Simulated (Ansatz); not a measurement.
The system is Co.

```
Co
1.0
     2.48736    0.00000    0.00000
    -1.24368    2.15412    0.00000
     0.00000    0.00000    4.06329
Co
2
Cartesian
  0.0000 1.4361 3.0074
  1.2437 0.7180 1.0559
```

This isn't the form of Co at room conditions, which is hcp.

| Property | Result |
| --- | --- |
| Program | Ansatz 0.2.0 |
| Task | single point |
| Functional | PBEsol |
| Potentials or basis | all-electron LAPW, scalar-relativistic |
| Cutoff | 328 eV (chosen from the basis error) |
| Basis error allowed | 0.001 eV/atom |
| k mesh | 12 × 12 × 7 |
| Occupations | fermi-dirac, width 0.05 eV |
| Spin | collinear spin, ferromagnetic start |
| Starting moments | [2.0, 2.0] μB |

On this cell: pressure -9.4 GPa; largest force 0.439 eV/Å; net moment 3.26 μB per cell; site moments Co +1.69 μB; band gap on the k mesh none (metal or under the smearing width).

The same run follows on a disturbed copy (atoms moved at random, drawn with an rms of 0.05 Å):

```xyz
2
Lattice="2.4874 0.0000 0.0000 -1.2437 2.1541 0.0000 0.0000 0.0000 4.0633" Properties=species:S:1:pos:R:3 pbc="T T T"
Co    0.0162    1.3996    2.9952
Co    1.2687    0.6904    1.0715
```

Task: What changes?

Result: The energy (extrapolated to zero smearing) moves by +7.5 meV/atom; pressure -8.7 GPa; largest force 0.646 eV/Å; net moment 3.27 μB per cell; site moments Co +1.69 μB; band gap on the k mesh none (metal or under the smearing width).

Forces in eV/Å, atoms in the order of the input:
```
Co   0.022  0.022  0.645
Co  -0.022 -0.022 -0.645
```

Stress tensor (GPa, compression positive):
```
 -7.83   0.17   0.12
  0.17  -8.16   0.12
  0.12   0.12 -10.00
```
